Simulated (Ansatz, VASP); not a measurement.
P in VASP and in Ansatz

```
P
1.0
     0.00000    4.58953    4.07036
     1.57403    0.00000    4.07036
     1.57403    4.58953    0.00000
P
3
Direct
  0.71336 0.37660 0.62340
  0.37660 0.71336 0.28664
  0.74336 0.74336 0.25664
```

Alike in both runs: functional PBE; k mesh 16 × 16 × 16; occupations gaussian, width 0.1 eV; no spin polarisation.

Ansatz relaxed the structure, and its values are those at the end. VASP's run is a single point on that final structure, the one shown.

|  | VASP | Ansatz |
| --- | --- | --- |
| version | VASP 6.6.1 | Ansatz 0.2.0 |
| potentials or method | VASP PAW PBE potentials, release 64 (P) | scalar-relativistic, plane waves, PAW |
| plane-wave cutoff (eV) | 520 | 420 |
| valence electrons in the cell | 15 | 15 |

Ansatz gave:

* gap on the k mesh at the Fermi level (eV): none
* pressure (GPa): 0.0
* rms of the force components (eV/Å): 0.003

Problem. What did VASP give for the same quantities?

Solution. gap on the k mesh at the Fermi level (eV): none; pressure (GPa): -0.3; rms of the force components (eV/Å): 0.025.

A gap of «none» marks a metal or a gap that the smearing closes. The functional is the same, so the differences come from potentials, cutoffs and numerics.
